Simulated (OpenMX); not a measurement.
## P in OpenMX: the effect of biaxial strain

Crystal: P.

```
CELL_PARAMETERS angstrom
1.58183 -5.24644 0.00000
1.58183 5.24644 0.00000
0.00000 0.00000 4.54364
ATOMIC_POSITIONS crystal
P 0.90414 0.09586 0.58882
P 0.09586 0.90414 0.41118
P 0.59586 0.40414 0.08882
P 0.40414 0.59586 0.91118
```

Alike in all runs:

- Program: OpenMX 3.8.5
- Task: band structure
- Functional: PBE
- Potentials or basis: OpenMX 2013 PBE set, P7.0-s2p2d1f1, grid cutoff 300 Ry
- k mesh: 7 × 7 × 5
- Occupations: fermi-dirac, width 0.05 eV
- Spin: no spin polarisation

```tsv
biaxial strain	gap on the mesh (eV)	pressure (GPa)	largest force (eV/Å)
-4 %	0.05	11.1	1.41
-2 %	0.19	6.9	1.04
0 %	0.27	3.4	0.77
2 %	0.22	0.6	0.65
4 %	?	?	?
```

Task: What does the run with biaxial strain 4 % give?

Result: gap on the mesh 0.18 eV; pressure -1.7 GPa; largest force 0.66 eV/Å.

Worked out: A parabola through the other rows of the gap on the mesh, of slope -0.0892 eV per % there, extrapolates to 0.09 eV, against the run's 0.18. The fit is too stiff a form for this range. A parabola through the other rows of the pressure, of slope -0.875 GPa per % there, extrapolates to -1.5 GPa, against the run's -1.7. A parabola through the other rows of the largest force, of slope 0.0287 eV/Å per % there, extrapolates to 0.64 eV/Å, against the run's 0.66.

Caveats: the basis of atomic orbitals isn't converged, which shifts pressures, moduli and gaps; the mesh misses the band edges, which the band path finds closer together (some runs); forces of over 1 eV/Å show positions far from the minimum, so gaps and moduli don't describe the material at rest (some runs).
